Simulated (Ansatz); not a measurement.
MgH2 in Ansatz: the effect of target pressure

MgH2:

```xyz
3
Lattice="0.0000 2.3811 2.3811 2.3811 0.0000 2.3811 2.3811 2.3811 0.0000" Properties=species:S:1:pos:R:3 pbc="T T T"
Mg    0.0000    0.0000    0.0000
H     1.1905    1.1905    1.1905
H     3.5716    3.5716    3.5716
```

Measurements of this composition are mostly on another form, of space group No. 136.

Alike in all runs:

```yaml
Program: Ansatz 0.2.0
Task: relaxation of cell and atoms
Functional: PBEsol
Potentials_or_basis: Ansatz PAW
Cutoff: "420 eV (not typed: the program's choice for these potentials)"
k_mesh: 10 × 10 × 10
Occupations: fermi-dirac, width 0.05 eV
Spin: no spin polarisation
```

Each run relaxes the cell or the atoms first.

Question: One run gave: relaxed volume 8.81 Å³/atom. Which target pressure did it use?
A. 0 GPa
B. 5 GPa
C. 2 GPa
D. 30 GPa
E. 20 GPa

Answer: A.

```tsv
target pressure	relaxed volume (Å³/atom)
0 GPa	8.81
2 GPa	8.54
5 GPa	8.19
10 GPa	7.72
20 GPa	7.04
30 GPa	6.54
```

Caveats: the plane-wave basis is chosen anew once the cell has moved, so the energies of steps on either side of that aren't comparable; the PAW data sets come from PBE, with cores solved anew for the run's functional, which leaves a small shift of forces and pressure; the volume moved by over 15 % at a fixed basis, so the end points are rough (some runs).
